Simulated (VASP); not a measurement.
# MgO2 (R-3m) in VASP: a series of runs

The runs below take MgO2 through single point, with PBEsol.

Program: VASP 6.6.1. These are calculated values, not measurements. Logs are shortened: lines on timing, memory, paths and dates and some standing lists are left out, and cuts for length are marked.

### Step 1. The structure

The structure is trigonal, space group R-3m (No. 166). The conventional cell has a = 3.210 Å, b = 3.210 Å, c = 10.482 Å, α = 90.00°, β = 90.00°, γ = 120.00°. Mg (site symmetry -3m) is surrounded by 6 O at 2.11 Å. O (site symmetry 3m) has 1 O at 1.49 Å as nearest neighbours.

The cell comes from a database or a generator and needn't be the stable form of this composition.

### Step 2. Single point, PBEsol

INCAR reads:

```
PREC = Accurate ; ENCUT = 520
EDIFF = 1E-6 ; ISMEAR = 0
SIGMA = 0.1 ; LREAL = F
LASPH = T ; NELM = 80
ALGO = Fast ; ISIF = 2
LWAVE = F ; LCHARG = T
GGA = PS ; LELF = T
LVHAR = T ; NBANDS = 14
```

KPOINTS reads:

```
regular mesh
0
Gamma
  6 6 6
```

POSCAR reads:

```
MgO2
1.0
    1.6047610160      0.9265092046      3.4939788749
   -1.6047610160      0.9265092046      3.4939788749
    0.0000000000     -1.8530184092      3.4939788749
Mg O
1 2
Direct
    0.0000000000      0.0000000000      0.0000000000
    0.4287860000      0.4287860000      0.4287860000
    0.5712140000      0.5712140000      0.5712140000
```

Potentials or basis: VASP PAW PBE potentials, release 64 (Mg, O).

The run is started by

```bash
$ cat potpaw_PBE.64/Mg/POTCAR potpaw_PBE.64/O/POTCAR > POTCAR
$ mpirun -np 1 vasp_std > vasp.out
```

OUTCAR:

```text
PREC = Accurate
   ENCUT = 520
   EDIFF = 1E-6
   ISMEAR = 0
   LREAL = F
   LASPH = T
   NELM = 80
   ISIF = 2
   GGA = PS

 ion  position               nearest neighbor table
   1  0.000  0.000  0.000-   3 2.11   3 2.11   2 2.11   2 2.11   3 2.11   2 2.11
   2  0.429  0.429  0.429-   3 1.49   1 2.11   1 2.11   1 2.11
   3  0.571  0.571  0.571-   2 1.49   1 2.11   1 2.11   1 2.11

  LATTYP: Found a trigonal (rhomboedric) cell.
 ALAT       =     3.9549419216
 COS(alpha) =     0.6707160928

  Lattice vectors:

 A1 = (   1.6047610160,   0.9265092046,   3.4939788749)
 A2 = (  -1.6047610160,   0.9265092046,   3.4939788749)
 A3 = (   0.0000000000,  -1.8530184092,   3.4939788749)

Analysis of symmetry for initial positions (statically):
=====================================================================
 Subroutine PRICEL returns:
 Original cell was already a primitive cell.

 Routine SETGRP: Setting up the symmetry group for a
 trigonal (rhombohedral) supercell.

 Subroutine GETGRP returns: Found 12 space group operations
 (whereof 12 operations were pure point group operations)
 out of a pool of 12 trial point group operations.

The static configuration has the point symmetry D_3d.

Analysis of symmetry for dynamics (positions and initial velocities):
=====================================================================
 Subroutine PRICEL returns:
 Original cell was already a primitive cell.

 Routine SETGRP: Setting up the symmetry group for a
 trigonal (rhombohedral) supercell.

 Subroutine GETGRP returns: Found 12 space group operations
 (whereof 12 operations were pure point group operations)
 out of a pool of 12 trial point group operations.

The dynamic configuration has the point symmetry D_3d.

 Subroutine INISYM returns: Found 12 space group operations
 (whereof 12 operations are pure point group operations),
 and found     1 'primitive' translations

----------------------------------------------------------------------------------------

                                     Primitive cell

  volume of cell :      31.1696

  direct lattice vectors                    reciprocal lattice vectors
     1.604761016  0.926509205  3.493978875     0.311572873  0.179886682  0.095402218
    -1.604761016  0.926509205  3.493978875    -0.311572873  0.179886682  0.095402218
     0.000000000 -1.853018409  3.493978875     0.000000000 -0.359773364  0.095402218

  length of vectors
     3.954941922  3.954941922  3.954941922     0.372207545  0.372207545  0.372207545

  position of ions in fractional coordinates (direct lattice)
     0.000000000  0.000000000  0.000000000
     0.428786000  0.428786000  0.428786000
     0.571214000  0.571214000  0.571214000

  ion indices of the primitive-cell ions
   primitive index   ion index
                 1           1
                 2           2
                 3           3

----------------------------------------------------------------------------------------

 KPOINTS: regular mesh

Automatic generation of k-mesh.
 Grid dimensions read from file:
 generate k-points for:    6    6    6

 Generating k-lattice:

  Cartesian coordinates                     Fractional coordinates (reciprocal lattice)
     0.051928812  0.029981114  0.015900370     0.166666667 -0.000000000  0.000000000
    -0.051928812  0.029981114  0.015900370    -0.000000000  0.166666667  0.000000000
     0.000000000 -0.059962227  0.015900370     0.000000000  0.000000000  0.166666667

  Length of vectors
     0.062034591  0.062034591  0.062034591

  Shift w.r.t. Gamma in fractional coordinates (k-lattice)
     0.000000000  0.000000000  0.000000000

 Subroutine IBZKPT returns following result:
 ===========================================

 Found     32 irreducible k-points:

 Following reciprocal coordinates:
            Coordinates               Weight
  0.000000  0.000000  0.000000      1.000000
  0.166667 -0.000000  0.000000      6.000000
  0.333333 -0.000000  0.000000      6.000000
  0.500000 -0.000000  0.000000      3.000000
  0.166667  0.166667  0.000000      6.000000
  0.333333  0.166667  0.000000     12.000000
[... 16 lines left out ...]
  0.500000  0.500000  0.166667      6.000000
 -0.333333  0.500000  0.166667     12.000000
 [... further k-points ...]
   k-points           NKPTS =     32   k-points in BZ     NKDIM =     32   number of bands    NBANDS=     14
   number of dos      NEDOS =    301   number of ions     NIONS =      3
   total plane-waves  NPLWV =  27000
   dimension x,y,z NGX =    30 NGY =   30 NGZ =   30
   dimension x,y,z NGXF=    60 NGYF=   60 NGZF=   60
   ions per type =               1   2
   NGX,Y,Z   is equivalent  to a cutoff of  12.61, 12.61, 12.61 a.u.
   NGXF,Y,Z  is equivalent  to a cutoff of  25.22, 25.22, 25.22 a.u.
 SYSTEM =  unknown system
   PREC   = accura    normal or accurate (medium, high low for compatibility)
   ISTART =      0    job   : 0-new  1-cont  2-samecut
   ICHARG =      2    charge: 1-file 2-atom 10-const
   ISPIN  =      1    spin polarized calculation?
   LNONCOLLINEAR =      F non collinear calculations
   LSORBIT =      F    spin-orbit coupling
   LASPH  =      T    aspherical Exc in radial PAW
   ENCUT  =  520.0 eV  38.22 Ry    6.18 a.u.   7.35  7.35  7.35*2*pi/ulx,y,z
   NELM   =     80;   NELMIN=  2; NELMDL= -5     # of ELM steps
   EDIFF  = 0.1E-05   stopping-criterion for ELM
   LREAL  =      F    real-space projection
   EDIFFG = 0.1E-04   stopping-criterion for IOM
   NSW    =      0    number of steps for IOM
   IBRION =     -1    ionic relax: 0-MD 1-quasi-New 2-CG
   NFREE  =      0    steps in history (QN), initial steepest desc. (CG)
   ISIF   =      2    stress and relaxation
   ISYM   =      2    0-nonsym 1-usesym 2-fastsym
   POTIM  = 0.5000    time-step for ionic-motion
   TEBEG  =    0.0;   TEEND  =   0.0 temperature during run
   PSTRESS=    0.0 pullay stress
   NELECT =      14.0000    total number of electrons
   NUPDOWN=      -1.0000    fix difference up-down
   EMIN   =  10.00;   EMAX   =-10.00  energy-range for DOS
   EFERMI =   0.00;   METHOD = LEGACY
   ISMEAR =     0;   SIGMA  =   0.10  broadening in eV -4-tet -1-fermi 0-gaus
   EFERMI_NEDOS =   21; number of points for ismear=-14 and -15
   IALGO  =     68    algorithm
   IMIX   =      4    mixing-type and parameters
     AMIX     =   0.40;   BMIX     =  1.00
     AMIX_MAG =   1.60;   BMIX_MAG =  1.00
  volume/ion in A,a.u.               =      10.39        70.11
  Fermi-wavevector in a.u.,A,eV,Ry     =   1.253739  2.369222 21.386457  1.571860
  Thomas-Fermi vector in A             =   2.387577
   LORBIT       =      0    0 simple, 1 ext, 2 COOP (PROOUT), +10 PAW based schemes
   GGA     = PS    functional components
   LHFCALC =     F    Hartree Fock is set to
   AEXX    =    0.0000 exact exchange contribution
   IVDW    =     0    specifies the selected vdW correction
   LEPSILON=     F    determine dielectric tensor
   LRPA    =     F    only Hartree local field effects (RPA)
 non-spin polarized calculation
 RMM-DIIS sequential band-by-band and
 Gauss-broadening in eV      SIGMA  =   0.10
  energy-cutoff  :      520.00
  volume of cell :       31.17
 maximum number of plane-waves:       850
 NGX is ok and might be reduce to    30
   NGX = 15   NGY = 15   NGZ = 15

 number of electron      14.0000001 magnetization

 Free energy of the ion-electron system (eV)
  ---------------------------------------------------
  ext. energy  EPLUGINS =         0.00000000
  ---------------------------------------------------
  free energy    TOTEN  =       -17.20613687 eV

  energy without entropy =      -17.20613687  energy(sigma->0) =      -17.20613687

 E-fermi :   3.0378     XC(G=0): -10.4417

 val. band max:        2.5912908412   @ k =   0.5000   0.5000   0.5000
 cond. band min:       4.7973475546   @ k =   0.5000   0.5000   0.5000
 fundamental gap:      2.2060567134
 Fermi energy:         3.0378047925

 k-point     1 :       0.0000    0.0000    0.0000
  band No.  band energies     occupation
      1     -18.6664      2.00000
      2     -11.8846      2.00000
      3      -5.1172      2.00000
      4      -0.7333      2.00000
      5      -0.7333      2.00000
      6       1.7783      2.00000
      7       1.7783      2.00000
      8       7.0648      0.00000
      9       7.3684      0.00000
     10      14.5697      0.00000
     11      16.3961      0.00000
     12      17.2642      0.00000
     13      17.2642      0.00000
     14      19.0074      0.00000

 k-point     2 :       0.1667   -0.0000    0.0000
  band No.  band energies     occupation
      1     -18.5471      2.00000
      2     -11.9598      2.00000
      3      -4.9239      2.00000
      4      -1.4494      2.00000
      5      -0.8216      2.00000
      6       1.6127      2.00000
      7       1.6605      2.00000
      8       7.1934      0.00000
      9       8.1843      0.00000
     10      14.6684      0.00000
     11      15.3294      0.00000
     12      16.8005      0.00000
     13      17.9803      0.00000
     14      18.0123      0.00000

 k-point     3 :       0.3333   -0.0000    0.0000
  band No.  band energies     occupation
      1     -18.2946      2.00000
      2     -12.1116      2.00000
      3      -4.4867      2.00000
      4      -2.7252      2.00000
      5      -0.9895      2.00000
      6       1.4318      2.00000
      7       1.4547      2.00000
      8       6.9256      0.00000
      9      10.0667      0.00000
     10      13.4329      0.00000
     11      14.9430      0.00000
     12      16.5871      0.00000
     13      17.4175      0.00000
     14      19.4655      0.00000
[... 324 lines left out ...]
 k-point    23 :       0.5000    0.5000    0.1667
  band No.  band energies     occupation
      1     -18.0787      2.00000
      2     -12.8546      2.00000
      3      -3.2428      2.00000
      4      -2.3672      2.00000
      5      -1.6340      2.00000
      6       0.8094      2.00000
      7       2.4946      2.00000
      8       5.8315      0.00000
      9      10.0231      0.00000
     10      13.1645      0.00000
     11      13.7892      0.00000
     12      16.2736      0.00000
     13      17.9974      0.00000
     14      22.0583      0.00000

 k-point    24 :      -0.3333    0.5000    0.1667
  band No.  band energies     occupation
      1     -18.0342      2.00000
      2     -12.6391      2.00000
      3      -3.5936      2.00000
      4      -2.3498      2.00000
      5      -2.0274      2.00000
      6       0.5306      2.00000
      7       2.1441      2.00000
      8       6.1506      0.00000
      9      11.2384      0.00000
     10      12.9125      0.00000
     11      14.6035      0.00000
     12      15.7914      0.00000
     13      17.9250      0.00000
     14      20.1861      0.00000

 [... further k-points ...]

------------------------ aborting loop because EDIFF is reached ----------------------------------------

  FORCE on cell =-STRESS in cart. coord.  units (eV):
  Direction    XX          YY          ZZ          XY          YZ          ZX
  --------------------------------------------------------------------------------------
  -------------------------------------------------------------------------------------
  Total       -0.8680604     -0.8680604     -1.1946550      0.0000000      0.0000000     -0.0000000
  in kB      -44.6199326    -44.6199326    -61.4075042      0.0000000      0.0000000     -0.0000000
  external PRESSURE =     -50.2157898 kB  Pullay stress =       0.0000000 kB

 VOLUME and BASIS-vectors are now :
 -----------------------------------------------------------------------------
  energy-cutoff  :      520.00
  volume of cell :       31.17
      direct lattice vectors                 reciprocal lattice vectors
     1.604761016  0.926509205  3.493978875     0.311572873  0.179886682  0.095402218
    -1.604761016  0.926509205  3.493978875    -0.311572873  0.179886682  0.095402218
     0.000000000 -1.853018409  3.493978875     0.000000000 -0.359773364  0.095402218

 POSITION                                       TOTAL-FORCE (eV/Angst)
 -----------------------------------------------------------------------------------
      0.00000      0.00000      0.00000         0.000000      0.000000      0.000000
      0.00000      0.00000      4.49451         0.000000      0.000000      0.121930
      0.00000      0.00000      5.98743         0.000000     -0.000000     -0.121930
 -----------------------------------------------------------------------------------
    total drift:                                0.000000     -0.000000      0.000000

  FREE ENERGIE OF THE ION-ELECTRON SYSTEM (eV)
  ---------------------------------------------------
  free  energy   TOTEN  =       -17.2061368702 eV

  energy  without entropy=      -17.2061368702  energy(sigma->0) =      -17.20613687
```

Run time: 14 s. Hardware: 1 thread of AMD EPYC 9R14 (Zen 4), shared host; peak memory 0.14 GiB.

What came out:

| Property | Result |
| --- | --- |
| Free energy | -17.2061 eV |
| Pressure | -5.0 GPa |
| Largest force | 0.122 eV/Å |
| Band gap on the k mesh | 2.21 eV, direct |

Forces in eV/Å, atoms in the order of the input:
```
Mg   0.000  0.000  0.000
O    0.000  0.000  0.122
O    0.000  0.000 -0.122
```

Caveat: the PAW data sets were made with another functional, which shifts forces and pressure a little. A k mesh can miss the band edges.

(Part 1 of 2 ends here.)
